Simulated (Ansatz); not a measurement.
**AgBr with a Br vacancy: gradients before and after relaxing the atoms**

Start: a supercell of AgBr (rock salt type, Fm-3m) built from an entry of the Crystallography Open Database (COD) (the entry's cell lengths or inner coordinates differ somewhat from later room-temperature determinations), with all atoms left at the host's positions.

Space group Fm-3m (No. 225); a = 17.2209 Å.

| site | Wyckoff | site symmetry | x | y | z |
| --- | --- | --- | --- | --- | --- |
| Ag1 | 32f | .3m | 0.3333 | 0.8333 | 0.8333 |
| Ag2 | 24e | 4m.m | 0.5000 | 0.0000 | 0.8333 |
| Ag6 | 48h | m.m2 | 0.8333 | 0.1667 | 0.0000 |
| Ag27 | 4a | m-3m | 0.0000 | 0.5000 | 0.5000 |
| Br28 | 48i | m.m2 | 0.6667 | 0.1667 | 0.0000 |
| Br31 | 32f | .3m | 0.8333 | 0.1667 | 0.1667 |
| Br41 | 24e | 4m.m | 0.0000 | 0.5000 | 0.3333 |

One atom of each set is listed; the run and its k-mesh use a cell of 53 atoms with edges of 12.18, 12.18, 12.18 Å.

Method: Kohn–Sham DFT in Ansatz, PBE, plane waves and PAW, scalar-relativistic, 420 eV cutoff, Γ-centred 2×2×2 k-points, Fermi–Dirac smearing 0.01 eV, cell charge +1.

The largest force at the start is 0.32 eV/Å. Relaxing the ions at fixed cell moves them by 0.083 Å at most (atom 28, Br) and 0.042 Å rms.

```csv
site,moved (Å),first shell before,first shell after,V_zz before (10²¹ V/m²),η before
Ag1,0.020,6 Br at 2.87 Å,6 Br at 2.87–2.88 Å,0.022,0.00
Ag2,0.029,5 Br at 2.87 Å,5 Br at 2.81–2.86 Å,4.88,0.00
Ag6,0.002,6 Br at 2.87 Å,6 Br at 2.86–2.93 Å,-0.53,0.66
Br28,0.083,6 Ag at 2.87 Å,6 Ag at 2.81–2.93 Å,5.27,0.15
Br31,0.014,6 Ag at 2.87 Å,6 Ag at 2.86–2.87 Å,-0.50,0.00
Br41,0.018,6 Ag at 2.87 Å,6 Ag at 2.85–2.87 Å,-0.50,0.00
```

(1) What are V_zz and η after the relaxation?

## Answers

(1) 

```
site  V_zz after  η after  change of V_zz
 Ag1       -0.21     0.00           -0.23
 Ag2        5.64     0.00           +0.76
 Ag6       -0.85     0.56           -0.32
Br28        4.62     0.34           -0.65
Br31       -0.70     0.00           -0.20
Br41       -1.05     0.00           -0.55
```

The largest change of V_zz is on Ag2, from 4.88 to 5.64. In per cent, |V_zz| changes by +16 to +62 on Ag, -12 to +109 on Br (all sites that start above 0.5). Where |V_zz| stays above 0.1, η moves most on Br28, from 0.15 to 0.34. V_zz changes sign on Ag1 (same axis). Sites without a gradient aren't listed.

The defect repeats with the cell of 53 atoms, so it feels its images: sites between two images don't show the values beside a lone defect, and zeros or small values of η there can come from the images' arrangement. A uniform background compensates the cell's charge. Without spin–orbit coupling (the program notes it for Ag) the gradients can shift somewhat, as the gap is small.
Before: With a gap of 0.4 eV on this mesh, small gradients can still move by 0.1 × 10²¹ V/m² or more as the k-mesh gets denser. The neighbours have not yet relaxed around the defect (largest force 0.32 eV/Å), so a real crystal will differ.
After: With a gap of 0.5 eV on this mesh, small gradients can still move by 0.1 × 10²¹ V/m² or more as the k-mesh gets denser.
